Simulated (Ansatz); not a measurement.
## Residual resistivity of an alloy: Zr(0001) with 2 layers of random Zr-Mg, 2x2

Wanted: resistance against the alloy's length, first Zr(0001) with 2 layers of random Zr-Mg, 2x2.

Program: Ansatz 0.2.0. Level of theory: Ansatz plane-wave DFT, PBE, PAW files; ballistic transport by layer matching (Landauer), zero bias; PAW set soft_1. Results are calculated unless marked as measured.

### 1. Starting point

The cell holds 48 atoms: 47 Zr and 1 Mg. Its edges and angles: a = 6.464 Å, b = 6.464 Å, c = 30.882 Å, α = 90.0°, β = 90.0°, γ = 120.0°. It derives from Zr. Regions: lead, 40 atoms (40 Zr); scattering region, 8 atoms (7 Zr and 1 Mg). The structure is stacked along c, and the current runs across the ab planes.

### 2. With 2 alloy layers

In 2 layers a share of 0.125 of the sites is given to Mg at random. The layers about the cell's end stay perfect and serve as the lead. Energies from -0.05 to 0.05 eV in steps of 0.05 eV are too few for the program's thermal sum, so it prints no conductance; for a metal the transmission near the Fermi level serves, at a fraction of the cost.

input.yaml

```yaml
crystal:
  lattice:
    - [6.464, 0.0, 0.0]
    - [-3.232, 5.5979882101, 0.0]
    - [0.0, 0.0, 30.882]
  atoms:
    - { symbol: Zr, position: [0.1666666667, 0.3333333333, 0.0416666667] }
    - { symbol: Zr, position: [0.1666666667, 0.8333333333, 0.0416666667] }
    - { symbol: Zr, position: [0.6666666667, 0.3333333333, 0.0416666667] }
    - { symbol: Zr, position: [0.6666666667, 0.8333333333, 0.0416666667] }
    - { symbol: Zr, position: [0.3333333333, 0.1666666667, 0.125] }
    - { symbol: Zr, position: [0.3333333333, 0.6666666667, 0.125] }
    - { symbol: Zr, position: [0.8333333333, 0.1666666667, 0.125] }
    - { symbol: Zr, position: [0.8333333333, 0.6666666667, 0.125] }
    - { symbol: Zr, position: [0.1666666667, 0.3333333333, 0.2083333333] }
    - { symbol: Zr, position: [0.1666666667, 0.8333333333, 0.2083333333] }
    - { symbol: Zr, position: [0.6666666667, 0.3333333333, 0.2083333333] }
    - { symbol: Zr, position: [0.6666666667, 0.8333333333, 0.2083333333] }
    - { symbol: Zr, position: [0.3333333333, 0.1666666667, 0.2916666667] }
    - { symbol: Zr, position: [0.3333333333, 0.6666666667, 0.2916666667] }
    - { symbol: Zr, position: [0.8333333333, 0.1666666667, 0.2916666667] }
    - { symbol: Zr, position: [0.8333333333, 0.6666666667, 0.2916666667] }
    - { symbol: Zr, position: [0.1666666667, 0.3333333333, 0.375] }
    - { symbol: Zr, position: [0.1666666667, 0.8333333333, 0.375] }
    - { symbol: Zr, position: [0.6666666667, 0.3333333333, 0.375] }
    - { symbol: Zr, position: [0.6666666667, 0.8333333333, 0.375] }
    - { symbol: Zr, position: [0.3333333333, 0.1666666667, 0.4583333333] }
    - { symbol: Zr, position: [0.3333333333, 0.6666666667, 0.4583333333] }
    - { symbol: Zr, position: [0.8333333333, 0.1666666667, 0.4583333333] }
    - { symbol: Zr, position: [0.8333333333, 0.6666666667, 0.4583333333] }
    - { symbol: Zr, position: [0.1666666667, 0.3333333333, 0.5416666667] }
    - { symbol: Zr, position: [0.1666666667, 0.8333333333, 0.5416666667] }
    - { symbol: Mg, position: [0.6666666667, 0.3333333333, 0.5416666667] }
    - { symbol: Zr, position: [0.6666666667, 0.8333333333, 0.5416666667] }
    - { symbol: Zr, position: [0.3333333333, 0.1666666667, 0.625] }
    - { symbol: Zr, position: [0.3333333333, 0.6666666667, 0.625] }
    - { symbol: Zr, position: [0.8333333333, 0.1666666667, 0.625] }
    - { symbol: Zr, position: [0.8333333333, 0.6666666667, 0.625] }
    - { symbol: Zr, position: [0.1666666667, 0.3333333333, 0.7083333333] }
    - { symbol: Zr, position: [0.1666666667, 0.8333333333, 0.7083333333] }
    - { symbol: Zr, position: [0.6666666667, 0.3333333333, 0.7083333333] }
    - { symbol: Zr, position: [0.6666666667, 0.8333333333, 0.7083333333] }
    - { symbol: Zr, position: [0.3333333333, 0.1666666667, 0.7916666667] }
    - { symbol: Zr, position: [0.3333333333, 0.6666666667, 0.7916666667] }
    - { symbol: Zr, position: [0.8333333333, 0.1666666667, 0.7916666667] }
    - { symbol: Zr, position: [0.8333333333, 0.6666666667, 0.7916666667] }
    - { symbol: Zr, position: [0.1666666667, 0.3333333333, 0.875] }
    - { symbol: Zr, position: [0.1666666667, 0.8333333333, 0.875] }
    - { symbol: Zr, position: [0.6666666667, 0.3333333333, 0.875] }
    - { symbol: Zr, position: [0.6666666667, 0.8333333333, 0.875] }
    - { symbol: Zr, position: [0.3333333333, 0.1666666667, 0.9583333333] }
    - { symbol: Zr, position: [0.3333333333, 0.6666666667, 0.9583333333] }
    - { symbol: Zr, position: [0.8333333333, 0.1666666667, 0.9583333333] }
    - { symbol: Zr, position: [0.8333333333, 0.6666666667, 0.9583333333] }
kpoints:
  mp_grid: { grid: [4, 4, 1] }
hamiltonian:
  xc: pbe
  pseudopotentials: { kind: paw, azcp: { folder: soft_1 } }
scf:
  occupations: { method: fermi_dirac, width: 0.1 }
output:
  transmission: { leads: [[0, 8]], kmesh: [8, 8], e_range: [-0.05, 0.05], de: 0.05 }
  write_potential: true
  write_density: true
  volumetric_format: npy
```

Launch:

```console
$ ansatz run input.yaml --threads 4 --pin off --max-ram 15360MiB --backend cpu --events-out ev --progress --plain --runs-dir out
```

Numbers of over 12 decimals in the logs are rounded to 6 here.

Output:

```text
Engine: ansatz 0.2.0, x86_64-unknown-linux-gnu
Pseudopotentials: kind: paw
Pseudopotential: Zr, paw, valence charge 12, recommended cutoff 420 eV (normal), soft_1/Zr.paw.azcp
Pseudopotential: Mg, paw, valence charge 10, recommended cutoff 420 eV (normal), soft_1/Mg.paw.azcp
Functional definition: PBE
  parameter kappa = 0.804
  parameter beta = 0.066725
  exchange = pbe_x(kappa = kappa, mu = beta*pi^2/3)
  correlation = pbe_c(beta = beta)
Crystal: 48 atoms, lattice volume = 1117.477 Å³
Basis set: ecut = 420 eV, 21835 PW (Γ)
Bands: 345, of which v1, the nominal top of the filled ones, is band 287 counted from 1 (286 counted from 0)
Symmetry: 12 space group operations
Space group: P-6m2 (ITA 187), of the structure as read, at distance tolerance 1.0e-4 Å
k-points: 4 of 16 (time reversal used)
Non-local potential: Zr, projectors of the file, l = 0: 3, l = 1: 2, l = 2: 2, l = 3: 1
Non-local potential: Mg, projectors of the file, l = 0: 3, l = 1: 2, l = 2: 1
PAW form: soft (Blöchl's): semilocal exchange-correlation on the pseudo side does not see the compensation charge
PAW one-centre angular grid: Zr, 590 points (default); XC on 64 Gauss nodes
PAW one-centre angular grid: Mg, 110 points (default); XC on 64 Gauss nodes
Initial density: superposition of atomic densities (chi_scale 0.1, normalization cell, long waves kept (reshape's long-wave potential 0.03 eV rms))
Initial wavefunctions: pseudopotential atomic-orbital guess
Functional: x = pbe(κ = 0.804, μ = 0.219515), c = pbe(β = 0.066725)
SCF iter   1: F=—  HF=-198570.066332 eV  |F-HF|=—  |Δ(HF+E_count)|=         —  Δρ=2.85e-2  dr2=1.47e1  ethr=3.10e-3  ⟨swp⟩=6.8  Hψ=5344  notcnv=0
preconditioner: auto → Kerker (q_TF=auto, 2.442 Å⁻¹)  [metal: Δε(μ)=0.022 eV  Ē_g=2.599 eV  σ=0.100 eV  W_gap=0.06  n_scr=294 (ndim 8)  ℏωp=15.3 eV  f_vac=0.000  D(μ)=43.33/eV (n_scr^D=344)]
SCF iter   2: F=—  HF=-198567.220417 eV  |F-HF|=—  |Δ(HF+E_count)|=    2.85e0  Δρ=1.77e-2  dr2=5.25e0  ethr=2.55e-3  ⟨swp⟩=2.0  Hψ=1687  notcnv=0
SCF iter   3: F=—  HF=-198565.924173 eV  |F-HF|=—  |Δ(HF+E_count)|=    1.30e0  Δρ=3.03e-3  dr2=2.72e-1  ethr=9.14e-4  ⟨swp⟩=5.0  Hψ=3223  notcnv=0
SCF iter   4: F=—  HF=-198565.908018 eV  |F-HF|=—  |Δ(HF+E_count)|=   1.62e-2  Δρ=1.09e-3  dr2=5.72e-2  ethr=4.74e-5  ⟨swp⟩=2.2  Hψ=1745  notcnv=0
SCF iter   5: F=—  HF=-198565.902323 eV  |F-HF|=—  |Δ(HF+E_count)|=   5.70e-3  Δρ=3.92e-4  dr2=9.22e-3  ethr=9.96e-6  ⟨swp⟩=2.0  Hψ=1882  notcnv=0
SCF iter   6: F=—  HF=-198565.901321 eV  |F-HF|=—  |Δ(HF+E_count)|=   1.00e-3  Δρ=1.60e-4  dr2=1.25e-3  ethr=1.61e-6  ⟨swp⟩=2.2  Hψ=1917  notcnv=0
SCF iter   7: F=—  HF=-198565.901156 eV  |F-HF|=—  |Δ(HF+E_count)|=   1.65e-4  Δρ=5.38e-5  dr2=8.19e-5  ethr=2.19e-7  ⟨swp⟩=3.5  Hψ=3538  notcnv=0
SCF iter   8: F=—  HF=-198565.901268 eV  |F-HF|=—  |Δ(HF+E_count)|=   1.12e-4  Δρ=2.22e-5  dr2=2.61e-5  ethr=1.43e-8  ⟨swp⟩=2.5  Hψ=2622  notcnv=0
SCF iter   9: F=—  HF=-198565.901265 eV  |F-HF|=—  |Δ(HF+E_count)|=   2.30e-6  Δρ=5.54e-6  dr2=1.12e-6  ethr=4.54e-9  ⟨swp⟩=2.2  Hψ=2363  notcnv=0
SCF iter  10: F=—  HF=-198565.901265 eV  |F-HF|=—  |Δ(HF+E_count)|=   4.39e-8  Δρ=1.80e-6  dr2=4.83e-7  ethr=1.95e-10  ⟨swp⟩=2.5  Hψ=2481  notcnv=0
SCF iter  11: F=-198565.901265 eV  HF=-198565.901265 eV  |F-HF|=1.90e-8  |Δ(HF+E_count)|=  5.53e-10  Δρ=9.10e-7  dr2=2.59e-8  ethr=1.74e-11  ⟨swp⟩=11.5  Hψ=4178  notcnv=0
SCF 1 converged in 11 iterations: F = -198565.901265 eV  dr2 = 2.59e-8
  greatest PAW one-centre occupation: 1.000 electrons in one spin orbital (limit 2), on the Mg atom at site 26 (counted from 0), in its partial waves of l = 0
transmission: 57 of 490 steps passed
transmission: 102 of 490 steps passed
[...]
transmission: 490 of 490 steps passed
SCF converged after 11 iterations
Free energy (F): -198565.901265 eV
Harris-Foulkes:  -198565.901265 eV  (|F-HF|=1.90e-8)
Internal energy: -198564.257227 eV  (E = F + TS)
E sigma→0 (E₀):  -198565.079246 eV
Entropy (-TS):   -1.644038 eV (-34.251 meV/atom)
Fermi energy:    13.753096 eV
--- Per-component energies (eV) ---
  E_band       = -4941.332240
  E_kinetic    = 14901.945424
  E_local      = -30166.569545  (includes V_loc(G=0)·N_el)
  E_nonlocal   = 3723.706592
  E_hartree    = 9842.111340
  E_xc         = -7287.537771
  E_vxc        = -8613.211417  (∫ρ·V_xc dr)
  E_paw        = -139602.900914  (= ΣΔE_a)
  E_vpaw       = -4471.429851  (= ΣTr[D̂ρ^β])
  E_aug_tail   = -0.001335  (compensation charges beyond the density's cutoff)
  E_ewald      = -49975.011020
  E_smearing   = -1.644038  (= −TS)
  E_closure    = -0.000000  (closes the sum)
  Σ components = -198565.901265   (vs F -198565.901265, Δ=0.00e0)
--- Band table (eV) ---
  k-point 0: bands = [... 283 lower, 14.3451, 14.3451, 14.3702, 14.4502, 14.4502, 14.4585, 14.4585, 14.5091, ... 54 higher]
  k-point 1: bands = [... 283 lower, 13.9421, 13.9754, 13.9854, 13.9969, 14.0034, 14.0307, 14.0353, 14.0947, ... 54 higher]
  k-point 2: bands = [... 283 lower, 13.4283, 13.4416, 13.4532, 13.4801, 13.6270, 13.6553, 13.6955, 13.7226, ... 54 higher]
  k-point 3: bands = [... 283 lower, 13.3295, 13.3723, 13.4402, 13.5027, 13.6474, 13.7279, 13.7381, 13.7387, ... 54 higher]
--- Transmission ---
  basis      : 313 plane waves across, 49 finite elements along
  points     : 10, standing for a mesh of 8 x 8
  energies   : 3 from -0.050000 to 0.050000 eV about the Fermi level, 0.050000 eV apart; the leads are filled to 0.000000 eV, and channels, transmission and decay are at 0.000000 eV
  crystal 0  : Zr8, at the sites [0, 8], period 5.1470 Å, over 28.31 Å; its Hamiltonian steps by up to 11.9 meV
    offset         : up to 0.0000 Å between an atom of the period and one for which it stands
    channels       : 2.625000e0 a spin
    conductance    : none, the energies end too early or step too widely for 300 K: set another output.transmission.e_range or a lower de, or, where they end at an eighth of basis.ecutwfc, a higher one
    slowest decay  : 0.0523 /Å at (0.0000, 0.0000)
  junction   : crystal 0 to crystal 0, 1.88 to 27.61 Å
    transmission   : 1.820284e0 a spin
    conductance    : none, the energies end too early or step too widely for 300 K: set another output.transmission.e_range or a lower de, or, where they end at an eighth of basis.ecutwfc, a higher one
```

It took 2.4 min on 4 threads of Intel Xeon Platinum 8488C (Sapphire Rapids), shared host; peak memory 5.2 GiB.

Numbers from this step:

```
free energy                                    : -198565.9013 eV
energy at zero smearing                        : -198565.0792 eV
Fermi energy                                   : 13.75 eV
cell area                                      : 36.19 Å²
transmission per spin nearest the Fermi level  : 1.820
open channels per spin nearest the Fermi level : 2.625
step of the lead's potential                   : 11.9 meV
```

Per spin. The transmission, zone mean by energy, zero at the Fermi level:

| energy (eV) | transmission, zone mean |
| --- | --- |
| -0.0500 | 1.83 |
| 0.0000 | 1.82 |
| 0.0500 | 1.68 |

Per spin. Table of open channels, zone mean, lead by energy, zero at the Fermi level:

| energy (eV) | open channels, zone mean, lead |
| --- | --- |
| -0.0500 | 2.81 |
| 0.0000 | 2.62 |
| 0.0500 | 2.84 |

Transmission over k1 and k2. At 0.0000 eV from the Fermi level.

Values, 8 rows by 8 columns:
```
1.45 2.78 2.79 2.79 2.78 1.45 1.18 1.18
1.96 2.79 1.47 1.27 1.47 2.79 1.96 1.18
1.45 2.79 1.27 0.97 0.97 1.27 2.79 1.45
2.61 2.78 1.47 0.97 0.00 0.97 1.47 2.78
1.45 1.45 2.79 1.27 0.97 0.97 1.27 2.79
1.96 1.18 1.96 2.79 1.47 1.27 1.47 2.79
1.45 1.18 1.18 1.45 2.78 2.79 2.79 2.78
2.61 1.45 1.96 1.45 2.61 1.45 1.96 1.45
```
Columns: k1 (b1) from -0.5 to 0.375; rows upwards: k2 (b2) from -0.5 to 0.375.

Open channels over k1 and k2. At 0.0000 eV from the Fermi level.

Ten even steps from '_' (0.00) to '@' (4.00):
```
++@@@@@@@@++++++
++@@++++++@@++++
++@@++++++++@@++
@@@@++++__++++@@
++++@@++++++++@@
++++++@@++++++@@
++++++++@@@@@@@@
@@++++++@@++++++
```
Columns: k1 (b1) from -0.5 to 0.375; rows upwards: k2 (b2) from -0.5 to 0.375.

Over the solved energies the transmission per spin lies between 1.68 and 1.83, out of 2.76 channels of the lead on average (up to 2.84).

### 3. With 6 alloy layers

In 6 layers a share of 0.125 of the sites is given to Mg at random. A fresh draw is used; the growth of the resistance with length is what counts.

System of this step: Zr(0001) with 6 layers of random Zr-Mg, 2x2. The cell holds 64 atoms: 61 Zr and 3 Mg. Its edges and angles: a = 6.464 Å, b = 6.464 Å, c = 41.176 Å, α = 90.0°, β = 90.0°, γ = 120.0°. It derives from Zr. Regions: lead, 40 atoms (40 Zr); scattering region, 24 atoms (21 Zr and 3 Mg). The structure is stacked along c, and the current runs across the ab planes.

input.yaml

```yaml
crystal:
  lattice:
    - [6.464, 0.0, 0.0]
    - [-3.232, 5.5979882101, 0.0]
    - [0.0, 0.0, 41.176]
  atoms:
    - { symbol: Zr, position: [0.1666666667, 0.3333333333, 0.03125] }
    - { symbol: Zr, position: [0.1666666667, 0.8333333333, 0.03125] }
    - { symbol: Zr, position: [0.6666666667, 0.3333333333, 0.03125] }
    - { symbol: Zr, position: [0.6666666667, 0.8333333333, 0.03125] }
    - { symbol: Zr, position: [0.3333333333, 0.1666666667, 0.09375] }
    - { symbol: Zr, position: [0.3333333333, 0.6666666667, 0.09375] }
    - { symbol: Zr, position: [0.8333333333, 0.1666666667, 0.09375] }
    - { symbol: Zr, position: [0.8333333333, 0.6666666667, 0.09375] }
    - { symbol: Zr, position: [0.1666666667, 0.3333333333, 0.15625] }
    - { symbol: Zr, position: [0.1666666667, 0.8333333333, 0.15625] }
    - { symbol: Zr, position: [0.6666666667, 0.3333333333, 0.15625] }
    - { symbol: Zr, position: [0.6666666667, 0.8333333333, 0.15625] }
    - { symbol: Zr, position: [0.3333333333, 0.1666666667, 0.21875] }
    - { symbol: Zr, position: [0.3333333333, 0.6666666667, 0.21875] }
    - { symbol: Zr, position: [0.8333333333, 0.1666666667, 0.21875] }
    - { symbol: Zr, position: [0.8333333333, 0.6666666667, 0.21875] }
    - { symbol: Zr, position: [0.1666666667, 0.3333333333, 0.28125] }
    - { symbol: Zr, position: [0.1666666667, 0.8333333333, 0.28125] }
    - { symbol: Zr, position: [0.6666666667, 0.3333333333, 0.28125] }
    - { symbol: Zr, position: [0.6666666667, 0.8333333333, 0.28125] }
    - { symbol: Zr, position: [0.3333333333, 0.1666666667, 0.34375] }
    - { symbol: Mg, position: [0.3333333333, 0.6666666667, 0.34375] }
    - { symbol: Zr, position: [0.8333333333, 0.1666666667, 0.34375] }
    - { symbol: Zr, position: [0.8333333333, 0.6666666667, 0.34375] }
    - { symbol: Zr, position: [0.1666666667, 0.3333333333, 0.40625] }
    - { symbol: Zr, position: [0.1666666667, 0.8333333333, 0.40625] }
    - { symbol: Zr, position: [0.6666666667, 0.3333333333, 0.40625] }
    - { symbol: Zr, position: [0.6666666667, 0.8333333333, 0.40625] }
    - { symbol: Mg, position: [0.3333333333, 0.1666666667, 0.46875] }
    - { symbol: Zr, position: [0.3333333333, 0.6666666667, 0.46875] }
    - { symbol: Zr, position: [0.8333333333, 0.1666666667, 0.46875] }
    - { symbol: Zr, position: [0.8333333333, 0.6666666667, 0.46875] }
    - { symbol: Zr, position: [0.1666666667, 0.3333333333, 0.53125] }
    - { symbol: Mg, position: [0.1666666667, 0.8333333333, 0.53125] }
    - { symbol: Zr, position: [0.6666666667, 0.3333333333, 0.53125] }
    - { symbol: Zr, position: [0.6666666667, 0.8333333333, 0.53125] }
    - { symbol: Zr, position: [0.3333333333, 0.1666666667, 0.59375] }
    - { symbol: Zr, position: [0.3333333333, 0.6666666667, 0.59375] }
    - { symbol: Zr, position: [0.8333333333, 0.1666666667, 0.59375] }
    - { symbol: Zr, position: [0.8333333333, 0.6666666667, 0.59375] }
    - { symbol: Zr, position: [0.1666666667, 0.3333333333, 0.65625] }
    - { symbol: Zr, position: [0.1666666667, 0.8333333333, 0.65625] }
    - { symbol: Zr, position: [0.6666666667, 0.3333333333, 0.65625] }
    - { symbol: Zr, position: [0.6666666667, 0.8333333333, 0.65625] }
    - { symbol: Zr, position: [0.3333333333, 0.1666666667, 0.71875] }
    - { symbol: Zr, position: [0.3333333333, 0.6666666667, 0.71875] }
    - { symbol: Zr, position: [0.8333333333, 0.1666666667, 0.71875] }
    - { symbol: Zr, position: [0.8333333333, 0.6666666667, 0.71875] }
    - { symbol: Zr, position: [0.1666666667, 0.3333333333, 0.78125] }
    - { symbol: Zr, position: [0.1666666667, 0.8333333333, 0.78125] }
    - { symbol: Zr, position: [0.6666666667, 0.3333333333, 0.78125] }
    - { symbol: Zr, position: [0.6666666667, 0.8333333333, 0.78125] }
    - { symbol: Zr, position: [0.3333333333, 0.1666666667, 0.84375] }
    - { symbol: Zr, position: [0.3333333333, 0.6666666667, 0.84375] }
    - { symbol: Zr, position: [0.8333333333, 0.1666666667, 0.84375] }
    - { symbol: Zr, position: [0.8333333333, 0.6666666667, 0.84375] }
    - { symbol: Zr, position: [0.1666666667, 0.3333333333, 0.90625] }
    - { symbol: Zr, position: [0.1666666667, 0.8333333333, 0.90625] }
    - { symbol: Zr, position: [0.6666666667, 0.3333333333, 0.90625] }
    - { symbol: Zr, position: [0.6666666667, 0.8333333333, 0.90625] }
    - { symbol: Zr, position: [0.3333333333, 0.1666666667, 0.96875] }
    - { symbol: Zr, position: [0.3333333333, 0.6666666667, 0.96875] }
    - { symbol: Zr, position: [0.8333333333, 0.1666666667, 0.96875] }
    - { symbol: Zr, position: [0.8333333333, 0.6666666667, 0.96875] }
kpoints:
  mp_grid: { grid: [4, 4, 1] }
hamiltonian:
  xc: pbe
  pseudopotentials: { kind: paw, azcp: { folder: soft_1 } }
scf:
  occupations: { method: fermi_dirac, width: 0.1 }
output:
  transmission: { leads: [[0, 8]], kmesh: [8, 8], e_range: [-0.05, 0.05], de: 0.05 }
  write_potential: true
  write_density: true
  volumetric_format: npy
```

Output:

```text
[...]
Crystal: 64 atoms, lattice volume = 1489.970 Å³
Basis set: ecut = 420 eV, 29117 PW (Γ)
Bands: 458, of which v1, the nominal top of the filled ones, is band 381 counted from 1 (380 counted from 0)
Symmetry: 1 space group operations
[...]
k-points: 10 of 16 (time reversal used)
[...]
SCF iter   1: F=—  HF=-260993.411381 eV  |F-HF|=—  |Δ(HF+E_count)|=         —  Δρ=2.86e-2  dr2=4.78e1  ethr=3.10e-3  ⟨swp⟩=7.9  Hψ=18450  notcnv=0
[...]
SCF iter  12: F=-260987.454718 eV  HF=-260987.454718 eV  |F-HF|=2.67e-8  |Δ(HF+E_count)|=   4.60e-9  Δρ=4.15e-7  dr2=2.77e-8  ethr=1.31e-11  ⟨swp⟩=8.7  Hψ=10348  notcnv=0
SCF 1 converged in 12 iterations: F = -260987.454718 eV  dr2 = 2.77e-8
[...]
transmission: 218 of 2176 steps passed
transmission: 438 of 2176 steps passed
[...]
transmission: 2176 of 2176 steps passed
SCF converged after 12 iterations
Free energy (F): -260987.454718 eV
[...]
Internal energy: -260985.278803 eV  (E = F + TS)
E sigma→0 (E₀):  -260986.366760 eV
Entropy (-TS):   -2.175915 eV (-33.999 meV/atom)
Fermi energy:    13.506266 eV
[...]
--- Band table (eV; the first three rows and the last of 10) ---
  k-point 0: bands = [... 377 lower, 14.0978, 14.1084, 14.1530, 14.1982, 14.2043, 14.2055, 14.2068, 14.2075, ... 73 higher]
  k-point 1: bands = [... 377 lower, 13.6905, 13.6997, 13.7298, 13.7591, 13.7763, 13.7813, 13.7867, 13.7946, ... 73 higher]
  k-point 2: bands = [... 377 lower, 13.1892, 13.2241, 13.2892, 13.3046, 13.3416, 13.4026, 13.4276, 13.4515, ... 73 higher]
  k-point 9: bands = [... 377 lower, 13.1984, 13.2399, 13.2685, 13.2916, 13.3653, 13.3804, 13.4001, 13.4269, ... 73 higher]
--- Transmission ---
  basis      : 313 plane waves across, 64 finite elements along
  points     : 34, standing for a mesh of 8 x 8
[...]
channels       : 2.625000e0 a spin
[...]
slowest decay  : 0.0510 /Å at (0.0000, 0.0000)
  junction   : crystal 0 to crystal 0, -1.88 to 34.15 Å
    transmission   : 1.089515e0 a spin
[...]
```

Elapsed: 9.9 min, on 4 threads; peak memory 12 GiB.

This step gave:

```yaml
free_energy: -260987.4547 eV
energy_at_zero_smearing: -260986.3668 eV
fermi_energy: 13.51 eV
transmission_per_spin_nearest_the_fermi_level: 1.090
step_of_the_lead_s_potential: 13.6 meV
```

Per spin. Table of transmission, zone mean by energy, zero at the Fermi level:

| energy (eV) | transmission, zone mean |
| --- | --- |
| -0.0500 | 1.06 |
| 0.0000 | 1.09 |
| 0.0500 | 1.17 |

Over the solved energies the transmission per spin lies between 1.06 and 1.17, out of 2.76 channels of the lead on average (up to 2.84).

(Part 1 of 2 ends here.)

[Logs are printed without paths, hosts, clocks, repeated set-up lines and the standing remarks that a program may print on its own settings, such as how far it seeks lower states.]

[Hosts, paths, dates, database ids (printed as entryN), source tags and the programs' standing remarks are cut or masked in the printed files.]
